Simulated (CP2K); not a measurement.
## GaAs under changes of volume

One of the cells (21.407 Å³/atom); the others are scaled copies at fixed shape and fractional positions:

```
CELL_PARAMETERS angstrom
4.02870 0.00000 0.00000
0.51658 3.99544 0.00000
-2.27264 -1.99772 2.65982
ATOMIC_POSITIONS crystal
Ga 0.00000 0.00000 0.00000
As 0.50000 0.50000 0.00000
```

The cell was built by a generator and needn't be a form met in nature.

- Program: CP2K 2026.2
- Functional: PBE
- Potentials or basis: POTENTIAL_UZH Ga GTH-PBE-q13, As GTH-PBE-q5; TZVP-MOLOPT-PBE-GTH basis
- Density cutoff: 6123 eV
- k mesh: 10 × 10 × 10
- Occupations: fermi-dirac, width 0.05 eV
- Spin: no spin polarisation

```tsv
volume (Å³/atom)	energy over the lowest point (meV/atom)	pressure (GPa)
20.122	0.41	0.9
20.550	0.00	-0.5
20.979	3.05	-1.7
21.407	9.12	-2.8
21.835	17.84	-3.7
22.263	28.86	-4.5
22.691	?	?
```

Q: What does the run at 22.691 Å³/atom give?

A: Energy over the lowest point 41.90 meV/atom; pressure -5.2 GPa.

Worked out: A Birch-Murnaghan fit of order 3 (a polynomial in V^(-2/3)) to the other rows has its minimum at 20.38 Å³/atom with B0 = V·E''(V) = 65 GPa and B' = 5.3 at fixed shape and positions, which overstates the stiffness. It gives 41.90 meV/atom at 22.691 Å³/atom, against the run's 41.90, and -dE/dV = -5.2 GPa, against -5.2.

Energies are extrapolated to zero smearing.

Caveats: the basis of atomic orbitals isn't converged, which shifts pressures, moduli and gaps.
